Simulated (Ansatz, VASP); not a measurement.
## Two plane-wave programs on GaN

File INCAR:

```
ALGO     = Normal         # electronic algorithm
EDIFF    = 1E-6           # SCF threshold, eV
ENCUT    = 520            # plane-wave cutoff, eV
GGA      = PE             # functional
ISIF     = 2              # what is computed and relaxed
ISMEAR   = 0              # smearing method
LASPH    = True           # aspherical terms in the spheres
LCHARG   = True           # write CHGCAR
LELF     = True           # ELF
LREAL    = False          # projectors in reciprocal space
LVHAR    = True         
LWAVE    = False          # write WAVECAR
NBANDS   = 16             # bands
NELM     = 80             # most SCF steps
PREC     = Accurate       # precision mode
SIGMA    = 0.05           # smearing width, eV
```

The input KPOINTS:

```
k-points
0
Gamma
  10 10 10
```

The input POSCAR:

```
GaN
1.0
    0.0000000000      2.2535006075      2.2535006075
    2.2535006075      0.0000000000      2.2535006075
    2.2535006075      2.2535006075      0.0000000000
Ga N
1 1
Direct
    0.0000000000      0.0000000000      0.0000000000
    0.2500000000      0.2500000000      0.2500000000
```

File input.yaml:

```yaml
crystal:
  lattice:
    - [0.0, 2.2535006075, 2.2535006075]
    - [2.2535006075, 0.0, 2.2535006075]
    - [2.2535006075, 2.2535006075, 0.0]
  atoms:
    - { symbol: Ga, position: [0.0, 0.0, 0.0] }
    - { symbol: "N", position: [0.25, 0.25, 0.25] }
hamiltonian:
  xc: pbe
  pseudopotentials: { kind: paw }
kpoints:
  mp_grid: { grid: [10, 10, 10] }
scf:
  occupations: { method: gaussian, width: 0.05 }
output:
  forces: true
  stress: true
  eigenvalues: true
```

The cell is a database's computed one.

Alike in both runs: task single point; functional PBE; k mesh 10 × 10 × 10; occupations gaussian, width 0.05 eV; no spin polarisation.

|  | VASP | Ansatz |
| --- | --- | --- |
| version | VASP 6.6.1 | Ansatz 0.2.0 |
| potentials or method | VASP PAW PBE potentials, release 64 (Ga_d, N) | Ansatz PAW |
| plane-wave cutoff (eV) | 520 | 420 |
| valence electrons in the cell | 18 | 18 |

Ansatz gave:

| Property | Result |
| --- | --- |
| gap on the k mesh at the Fermi level (eV) | 1.72 |
| least direct gap on the mesh (eV) | 1.72 |
| pressure (GPa) | 5.0 |

Problem. Which values does VASP return?

Solution. gap on the k mesh at the Fermi level (eV): 1.72; least direct gap on the mesh (eV): 1.72; pressure (GPa): 5.1.

The functional is the same, so the differences come from potentials, cutoffs and numerics.

Caveats: the pressure holds a Pulay correction of +0.5 GPa for the finite cutoff (Ansatz).
